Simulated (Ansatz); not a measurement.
Gas-phase electronic energies from Ansatz, PBE0-D4/def2-TZVP geometries. CCSD(T)/CBS adds triple-zeta CCSD(T) − MP2 to the extrapolated MP2 energy (def2 sets, frozen cores). DFT in def2-TZVPP. Each species was taken in one conformer, which may not be the lowest.

`C[Si@@H]1S[Si@@H]1N` + `CCCS` → `CCCSC` + `N[SiH]1[SiH2]S1`  (substitution at a C–Si bond)

| level | ΔE (kJ/mol) |
| --- | --- |
| r2SCAN-D4 | 50.8 |
| PBE | 48.2 |

(1) What does CCSD(T)/CBS give? (Estimate.)

Largest T1 diagnostic among the species: 0.013.

Results:

(1) Computed: +49.5 kJ/mol. The listed levels differ from it by 1.3, -1.3 kJ/mol.

CCSD(T)/CBS has its own doubt, a few kJ/mol and more with outer-core shells, so smaller differences from it don't rank the levels.
